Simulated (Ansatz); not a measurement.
VO2

Level of theory: DFT, r²SCAN, scalar-relativistic, collinear spin; plane waves to 500 eV with PAW datasets (Ansatz 0.2.0), Γ-centred 6×6×10 mesh, 0.05 eV Gaussian smearing; PAW files: Ansatz's generated set soft_2.

```
V O
1.0
     4.54107    0.00000    0.00000
     0.00000    4.54107    0.00000
     0.00000    0.00000    2.83026
V O
2 4
Direct
  0.00000 0.00000 0.00000
  0.50000 0.50000 0.50000
  0.30046 0.30046 0.00000
  0.19954 0.80046 0.50000
  0.69954 0.69954 0.00000
  0.80046 0.19954 0.50000
```

The chain of runs began from a measured cell (COD), expanded in volume.

Magnetic state: ferromagnetic, site spin moments V 0.89; O -0.08 μB.

Task: Which orbitals carry the states at the Fermi level, and how many states are there?

Result: Within 0.1 eV of it: V 3d 79 %, O 2p 20 % (shares among the projected shells). The density of states at the Fermi level is about 2.7 states/eV per cell, averaged over 0.3 eV.

Density of states (tetrahedra, averaged over 0.3 eV; states/eV per cell of 6 atoms; energy in eV from the Fermi level; projections on Löwdin-orthogonalised atomic orbitals, summed over sites):

```csv
E,total,O 2p,V 3d up,V 3d down,O 2s,V 4s
-5.80,3.34,2.34,0.56,0.36,0.02,0.03
-5.50,4.14,3.00,0.47,0.54,0.05,0.04
-5.20,3.65,2.83,0.36,0.32,0.05,0.04
-4.90,4.30,3.37,0.42,0.33,0.07,0.04
-4.60,5.08,4.23,0.37,0.30,0.06,0.04
-4.30,5.20,4.42,0.37,0.24,0.05,0.03
-4.00,4.13,3.45,0.34,0.22,0.03,0.01
-3.70,4.77,3.97,0.47,0.22,0.03,0.02
-3.40,5.34,4.43,0.48,0.34,0.02,0.01
-3.10,4.03,3.43,0.33,0.20,0.02,0.01
-2.80,4.51,3.98,0.29,0.17,0.02,0.01
-2.50,4.10,3.77,0.19,0.09,0.01,0.00
-2.20,1.90,1.76,0.09,0.02,0.01,0.00
-1.90,0.83,0.77,0.04,0.01,0.00,0.00
-1.60,0.30,0.27,0.02,0.00,0.00,0.00
-1.30,0.00,0.00,0.00,0.00,0.00,0.00
-1.00,0.02,0.00,0.02,0.00,0.00,0.00
-0.70,1.09,0.10,0.98,0.00,0.00,0.01
-0.40,2.89,0.38,2.48,0.00,0.01,0.01
-0.10,3.09,0.58,2.46,0.00,0.01,0.02
0.20,2.44,0.53,1.87,0.00,0.01,0.01
0.50,2.83,0.55,2.23,0.00,0.01,0.01
0.80,3.61,0.70,2.36,0.49,0.01,0.02
1.10,4.36,0.79,1.36,2.14,0.01,0.02
1.40,4.53,0.87,1.24,2.33,0.01,0.02
1.70,3.36,0.40,0.32,2.58,0.01,0.01
2.00,3.83,0.42,0.08,3.27,0.02,0.01
2.30,3.68,0.46,0.03,3.12,0.02,0.02
2.60,3.19,0.60,0.43,2.01,0.08,0.02
2.90,2.91,0.53,1.09,1.03,0.17,0.01
3.20,1.46,0.28,0.79,0.23,0.12,0.00
3.50,2.53,0.43,0.88,0.91,0.24,0.01
3.80,2.99,0.60,0.88,1.19,0.24,0.01
4.10,3.44,0.93,1.32,0.93,0.18,0.01
4.40,3.53,1.02,1.16,1.11,0.15,0.01
4.70,3.16,0.95,0.64,1.40,0.11,0.01
5.00,3.67,1.21,0.90,1.40,0.08,0.01
```

The run wasn't fully tested for a lower electronic state. Site moments are of spin, integrated over atomic spheres. Compounds of this kind are often insulators, Mott or charge-transfer ones with an open 3d shell, so the metal found may come from the functional, which lacks a U or exact exchange, or from the structure.
